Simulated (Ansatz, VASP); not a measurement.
Two plane-wave programs on SiC

```
Si C
1.0
     0.00000    2.10878    2.17400
     2.17400    0.00000    2.17400
     2.17400    2.10878    0.00000
Si C
1 1
Cartesian
  0.0000 0.0000 0.0000
  3.2610 3.1632 3.2610
```

Change from the starting cell: strain -0.0300 x Voigt [0, 1, 0, 0, 0, 0], atoms carried along.

Alike in both runs: task single point; functional PBE; k mesh 12 × 12 × 12; occupations gaussian, width 0.05 eV; no spin polarisation.

|  | VASP | Ansatz |
| --- | --- | --- |
| version | VASP 6.6.1 | Ansatz 0.2.0 |
| potentials or method | VASP PAW PBE potentials, release 64 (Si, C) | scalar-relativistic, plane waves, PAW |
| plane-wave cutoff (eV) | 520 | 420 |
| valence electrons in the cell | 8 | 8 |

VASP gave:

```
gap on the k mesh at the Fermi level (eV)       : 1.00
least direct gap on the mesh (eV)               : 4.54
pressure (GPa)                                  : 12.2
largest component of the traceless stress (GPa) : 4.89
```

Problem. What did Ansatz give for the same quantities?

Solution. gap on the k mesh at the Fermi level (eV): 1.01; least direct gap on the mesh (eV): 4.54; pressure (GPa): 12.2; largest component of the traceless stress (GPa): 4.87.

With one functional, cell and mesh, what is left measures potentials, basis and numerics.

A k mesh can miss the band edges.
